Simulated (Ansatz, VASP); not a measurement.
## Two plane-wave programs on ZnS

File INCAR:

```
PREC = Accurate
ENCUT = 520
EDIFF = 1E-7
ISMEAR = 0
SIGMA = 0.05
LREAL = False
LASPH = True
NELM = 100
ALGO = Normal
ISIF = 2
LWAVE = False
LCHARG = False
GGA = PS
NBANDS = 16
```

KPOINTS

```
regular mesh
0
Gamma
  10 10 10
```

POSCAR

```
ZnS
1.0
    0.0000000000      2.6235105000      2.7857895000
    2.6235105000      0.0000000000      2.7857895000
    2.6235105000      2.6235105000      0.0000000000
Zn S
1 1
Direct
    0.0000000000      0.0000000000      0.0000000000
    0.7500000000      0.7500000000      0.7500000000
```

Input for Ansatz:

```yaml
crystal:
  lattice:
    - [0.0, 2.6235105, 2.7857895]
    - [2.6235105, 0.0, 2.7857895]
    - [2.6235105, 2.6235105, 0.0]
  atoms:
    - { symbol: Zn, position: [0.0, 0.0, 0.0] }
    - { symbol: S, position: [0.75, 0.75, 0.75] }
basis:
  ecutwfc: 420
kpoints:
  mp_grid: { grid: [10, 10, 10] }
hamiltonian:
  xc: pbesol
scf:
  occupations: { method: gaussian, width: 0.05 }
output:
  forces: true
  stress: true
  eigenvalues: true
```

Change from the starting cell: strain -0.030 along x and y, +0.030 along z, atoms carried along.

Alike in both runs: task single point; functional PBEsol; k mesh 10 × 10 × 10; occupations gaussian, width 0.05 eV; no spin polarisation.

|  | VASP | Ansatz |
| --- | --- | --- |
| version | VASP 6.6.1 | Ansatz 0.2.0 |
| potentials or method | VASP PAW PBE potentials, release 64 (Zn, S) | scalar-relativistic, plane waves, PAW |
| plane-wave cutoff (eV) | 520 | 420 |
| valence electrons in the cell | 18 | 18 |

|  | VASP | Ansatz | Ansatz less VASP |
| --- | --- | --- | --- |
| gap on the k mesh at the Fermi level (eV) | 2.01 | 2.00 | -0.008 |
| least direct gap on the mesh (eV) | 2.01 | 2.00 | -0.008 |
| pressure (GPa) | 0.3 | 0.1 | -0.21 |
| largest component of the traceless stress (GPa) | 1.88 | 1.89 | +0.010 |

With one functional, cell and mesh, what is left measures potentials, basis and numerics.

Caveats: the PAW data sets were made with another functional, which shifts forces and pressure a little (VASP).
